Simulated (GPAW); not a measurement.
Crystal: BeTe.

```
Te Be
1.0
     0.00000    2.77000    2.77000
     2.77000    0.00000    2.77000
     2.77000    2.77000    0.00000
Te Be
1 1
Direct
  0.75000 0.75000 0.75000
  0.00000 0.00000 0.00000
```

```yaml
Program: GPAW 26.7.0
Task: relaxation of cell and atoms
Functional: PBE
Dispersion: D4
Potentials_or_basis: GPAW PAW data sets (gpaw-data 1.2.1)
Cutoff: 800 eV
Basis: pw
k_mesh: 8 × 8 × 8
Occupations: fermi-dirac, width 0.05 eV
Spin: no spin polarisation
```

At the start: pressure 2.0 GPa; volume 21.25 Å³/atom.

Task: Where does the relaxation end?

Result: Over 3 steps the energy falls by 3.9 meV/atom and the volume is 21.88 Å³/atom (+3.0 %); space group F-43m (No. 216, to 0.05 Å).

The path:
```tsv
step	energy change (eV)	largest force (eV/Å)	pressure (GPa)	volume (Å³)
1	0.0000	0.0000	1.96	42.51
2	-0.0026	0.0000	1.58	42.75
3	-0.0077	0.0000	0.04	43.77
```

Final structure:
```yaml
crystal:
  lattice:
    - [0.00000, 2.79706, 2.79706]
    - [2.79706, 0.00000, 2.79706]
    - [2.79706, 2.79706, 0.00000]
  atoms:
    - { symbol: Te, position: [0.75000, 0.75000, 0.75000] }
    - { symbol: Be, position: [0.00000, 0.00000, 0.00000] }
```

Caveat: later steps reuse the first step's grids.
